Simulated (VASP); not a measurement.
## CuO: atomic charges with PBE

Crystal: CuO.

```
CELL_PARAMETERS angstrom
0.00000 2.32725 2.32725
2.32725 0.00000 2.32725
2.32725 2.32725 0.00000
ATOMIC_POSITIONS crystal
Cu 0.00000 0.00000 0.00000
O 0.25000 0.25000 0.25000
```

Measurements of this composition are mostly on another form, of space group No. 15.

```yaml
Program: VASP 6.6.1
Task: atomic charges
Functional: PBE
Potentials_or_basis: VASP PAW PBE potentials, release 64 (Cu, O)
Cutoff: 520 eV
k_mesh: 10 × 10 × 10
Occupations: gaussian, width 0.02 eV
Spin: no spin polarisation
Further_INCAR_settings: ALGO = Fast; EDIFF = 1e-07
```

```json
{"Pressure": "-9.2 GPa", "Band gap on the k mesh": "none (metal or under the smearing width)", "Valence electrons inside the program's atomic spheres": "Cu 9.77; O 4.90"}
```

Levels at points of the mesh, in eV from the Fermi level:
```tsv
k point	band 7	band 8	band 9	band 10	band 11	band 12
(0.00, 0.00, 0.00)	0.73	0.73	0.73	0.91	13.87	13.87
(0.50, 0.00, 0.00)	-1.64	0.01	0.01	5.84	7.65	13.53
(0.50, 0.50, 0.00)	-1.26	-1.00	-1.00	5.80	9.23	11.38
```

Run time: 16 s on 1 thread of Intel(R) Xeon(R) Platinum 8259CL CPU @ 2.50GHz (Skylake/Cascade Lake), on a shared host, peak memory 0.14 GiB.

Caveat: an odd number of electrons without spin polarisation forces a metal; a magnetic or distorted state may lie lower; the run has no spin polarisation, though such a crystal can be magnetic; semilocal functionals often make such compounds metallic where correlation or magnetic order opens a gap, which also shifts bond lengths. With open d or f shells a metallic result of PBE can be an artefact of self-interaction; +U or a hybrid may open a gap.
